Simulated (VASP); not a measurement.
Write the native input for VASP 6.6.1 that does the following.

| Property | Result |
| --- | --- |
| Task | optical spectrum |
| Functional | PBE |
| Potentials or basis | VASP PAW PBE potentials, release 64 (Ga_d, P) |
| Cutoff | 520 eV |
| k mesh | 14 × 14 × 14 |
| Occupations | gaussian, width 0.02 eV |
| Spin | no spin polarisation |
| Further INCAR settings | ALGO = Fast; EDIFF = 1e-07; NBANDS = 33 |

The structure of GaP lies in POSCAR:

```
GaP
1.0
    0.0000000000      2.7252500000      2.7252500000
    2.7252500000      0.0000000000      2.7252500000
    2.7252500000      2.7252500000      0.0000000000
Ga P
1 1
Direct
    0.0000000000      0.0000000000      0.0000000000
    0.2500000000      0.2500000000      0.2500000000
```

The input as run:

INCAR

```
SYSTEM = GaP
ALGO = Fast ; CSHIFT = 0.1
EDIFF = 1E-7 ; ENCUT = 520
GGA = PE ; ISIF = 2
ISMEAR = 0 ; LASPH = .TRUE.
LCHARG = .FALSE. ; LOPTICS = .TRUE.
LREAL = .FALSE. ; LWAVE = .FALSE.
NBANDS = 33 ; NEDOS = 2000
NELM = 100 ; PREC = Accurate
SIGMA = 0.02
```

KPOINTS

```
k-points
0
G
  14 14 14
  0 0 0
```

Potentials or basis: VASP PAW PBE potentials, release 64 (Ga_d, P).

The run is started by

```bash
$ cat potpaw_PBE.64/Ga_d/POTCAR potpaw_PBE.64/P/POTCAR > POTCAR
$ mpirun -np 1 vasp_std > vasp.out
```

Results of the run:

- Pressure: 2.5 GPa
- Band gap on the k mesh: 1.59 eV, indirect (least direct gap 1.83 eV)

Caveat: independent-particle spectra lack excitons.

Run time: 3.8 min on 1 thread of Intel(R) Xeon(R) Platinum 8375C CPU @ 2.90GHz (Ice Lake), on a shared host, peak memory 0.33 GiB.
